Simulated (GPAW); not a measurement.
Crystal: Ge.

```xyz
2
Lattice="0.0000 2.8289 2.8289 2.8289 0.0000 2.8289 2.8289 2.8289 0.0000" Properties=species:S:1:pos:R:3 pbc="T T T"
Ge    1.4145    1.4145    1.4145
Ge    0.0000    0.0000    0.0000
```

Base run:

```yaml
Program: GPAW 26.7.0
Functional: PBE
Potentials_or_basis: JTH PAW 2.0, PBE
Cutoff: 600 eV
Basis: pw
k_mesh: 8 × 8 × 8
Occupations: fermi-dirac, width 0.05 eV
Spin: no spin polarisation
```

Its results: pressure 3.0 GPa.

Q: The run is repeated on the same cell with these changes: functional from PBE to LDA; potentials or basis from JTH PAW 2.0, PBE to PAW data sets generated in the run's folder for this functional; valence electrons from 28 to 8. What comes out?

A: Pressure -1.0 GPa.

Caveats: the program truncates these outside data sets (some runs).
